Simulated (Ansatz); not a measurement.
## C, space group C2/m: a phonon calculation by linear response, step by step

With Ansatz's Python interface.

Notebook, run cell by cell (the value of a cell's last expression is shown):

**Cell 1**
```python
from pathlib import Path

import ansatz as az
import numpy as np
from pymatgen.core import Lattice, Structure
from pymatgen.io.ase import AseAtomsAdaptor
```

**Cell 2**
```python
WIDTH_EV = 0.05
FUNCTIONAL = "lda"
KGRID = (14, 14, 10)
```

**Cell 3**
```python
pmg_structure = Structure(
    Lattice([[2.12732031, -1.22828244, 0.0], [2.12732031, 1.22828244, 0.0], [-1.37906963, 0.0, 3.50283008]]),
    ["C", "C"],
    [
        [0.83335553, 0.83335553, 9.304e-05],
        [0.16664447, 0.16664447, 0.99990696],
    ],
)
xtal = az.Crystal.from_ase(AseAtomsAdaptor.get_atoms(pmg_structure))
```

**Cell 4**
```python
job = xtal.calculation()
job = job.occupations(az.OccupationsMethod.METHFESSEL_PAXTON, width=WIDTH_EV)
job = job.functional(FUNCTIONAL)
job = job.kpoints(*KGRID).phonons("dfpt", points=[(0, 0, 0), (0.5, 0.5, 0.5)])
done = job.run(threads=1, backend="cpu", runs_dir="runs")
ph = done.phonons
```
Output:
```text
DeckWarning: basis.ecutwfc = 420 eV, auto-derived from the records' recommended cutoffs: set by C (normal level)
RunWarning: eigensolver did not converge (k=377): 1 band(s) unlocked after 20 sweeps at ethr=1.00e-12 eV (lowest unlocked band 7, counted from 0; max residual 6.37e-6 eV among the unlocked bands, 6.37e-6 eV over every band); it also stands for any lines of [...]
```

**Cell 5**
```python
for q in ph.qpoints:
    thz = np.asarray(q.omega_inv_cm) / 33.35641
    print("q = ({:.2f}, {:.2f}, {:.2f})".format(*q.q_frac), np.round(thz, 2) + 0.0, "THz")
```
Output:
```text
q = (0.00, 0.00, 0.00) [ 0.    0.    0.   26.68 47.41 47.41] THz
q = (0.50, 0.50, 0.50) [14.34 18.74 19.19 40.05 40.45 42.09] THz
```

Reading the output:
- The cell isn't relaxed first, so the values belong to this volume.
- Within a few hundredths of an angstrom the cell has the higher group R-3m; the lower one is a small distortion.
- Warnings are shown shortened and without file and line.
- The structure is taken as given; imaginary modes can come from an unrelaxed or unstable start. Phonons of metals also depend on mesh and smearing.
- Timing: 66 s on 1 thread of Arm Neoverse N1 (shared host), peak memory 0.61 GiB.
